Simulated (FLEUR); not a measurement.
## MgS (Niningerite) under changes of volume

One of the cells (17.609 Å³/atom); the others are scaled copies at fixed shape and fractional positions:

```
S Mg
1.0
     0.00000    2.60165    2.60165
     2.60165    0.00000    2.60165
     2.60165    2.60165    0.00000
S Mg
1 1
Cartesian
  2.6016 2.6016 2.6016
  0.0000 0.0000 0.0000
```

- Program: FLEUR MaX-R8.1 (later development tree)
- Functional: r2SCAN
- Potentials or basis: all-electron
- Basis: FLAPW
- Kmax: 4.43 1/bohr
- k mesh: 9 × 9 × 9
- Occupations: fermi-dirac, width 0.05 eV
- Spin: no spin polarisation

```csv
volume (Å³/atom),energy over the lowest point (meV/atom),gap on the mesh (eV)
16.553,17.48,3.71
16.905,7.56,3.67
17.609,0.00,3.59
18.314,6.61,3.52
18.666,?,?
```

**Question.** What does the run at 18.666 Å³/atom give?

**Answer.** Energy over the lowest point 14.32 meV/atom; gap on the mesh 3.48 eV.

Worked out: A Birch-Murnaghan fit of order 2 (a polynomial in V^(-2/3)) to the other rows has its minimum at 17.61 Å³/atom with B0 = V·E''(V) = 80 GPa. It gives 14.35 meV/atom at 18.666 Å³/atom, against the run's 14.32. A straight line through the other rows of the gap, of slope -1.89 eV per unit of ln V, extrapolates to 3.48 eV, against the run's 3.48.

Energies are extrapolated to zero smearing.

Caveats: the meta-GGA is that of a development version, with a GGA for the radial functions and cores and without core tails; an odd mesh through Γ misses points on the zone boundary, where band edges often lie.
